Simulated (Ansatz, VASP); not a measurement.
# Two plane-wave programs on Os

INCAR

```
SYSTEM = Os
ALGO = Normal ; EDIFF = 1E-8
ENCUT = 520 ; GGA = PE
ISIF = 2 ; ISMEAR = -1
LASPH = .True. ; LCHARG = .False.
LEFG = .True. ; LREAL = .False.
LWAVE = .False. ; NBANDS = 15
NELM = 60 ; PREC = Accurate
SIGMA = 0.03
```

Contents of KPOINTS:

```
k-points
0
Gamma
  16 16 9
  0 0 0
```

The input POSCAR:

```
Os
1.0
    2.7301071571      0.0000000000      0.0000000000
   -1.3650535786      2.3643421531      0.0000000000
    0.0000000000      0.0000000000      4.3114694821
Os
2
Direct
    0.3333333333      0.6666666667      0.2500000000
    0.6666666667      0.3333333333      0.7500000000
```

Input for Ansatz:

```yaml
crystal:
  lattice:
    - [2.7301071571, 0.0, 0.0]
    - [-1.3650535786, 2.3643421531, 0.0]
    - [0.0, 0.0, 4.3114694821]
  atoms:
    - { symbol: Os, position: [0.3333333333, 0.6666666667, 0.25] }
    - { symbol: Os, position: [0.6666666667, 0.3333333333, 0.75] }
kpoints:
  mp_grid: { grid: [16, 16, 9] }
scf:
  occupations: { method: fermi_dirac, width: 0.03 }
hamiltonian:
  xc: pbe
  pseudopotentials: { kind: paw }
output:
  forces: true
  stress: true
  eigenvalues: true
  efg: { contact_densities: true }
```

Change from the starting cell: volume scaled by 0.975, PAW files.

Alike in both runs: task electric field gradients; functional PBE; k mesh 16 × 16 × 9; occupations fermi-dirac, width 0.03 eV; no spin polarisation.

|  | VASP | Ansatz |
| --- | --- | --- |
| version | VASP 6.6.1 | Ansatz 0.2.0 |
| potentials or method | VASP PAW PBE potentials, release 64 (Os) | PAW with Ansatz's default frozen-core files, scalar-relativistic |
| plane-wave cutoff (eV) | 520 | 420 |
| valence electrons in the cell | 16 | 32 |

```tsv
	VASP	Ansatz	Ansatz less VASP
pressure (GPa)	10.8	10.7	-0.07
largest component of the traceless stress (GPa)	0.41	0.49	+0.082
Vzz of the field gradient on the site that differs most (V/Å²)	-80.8	-61.0	+19.72
```

With one functional, cell and mesh, what is left measures potentials, basis and numerics. The two sets of potentials don't hold the same shells in valence. Ansatz warned: «gradients_without_spin_orbit».

Spin-orbit coupling is left out, which matters for the levels of Os.
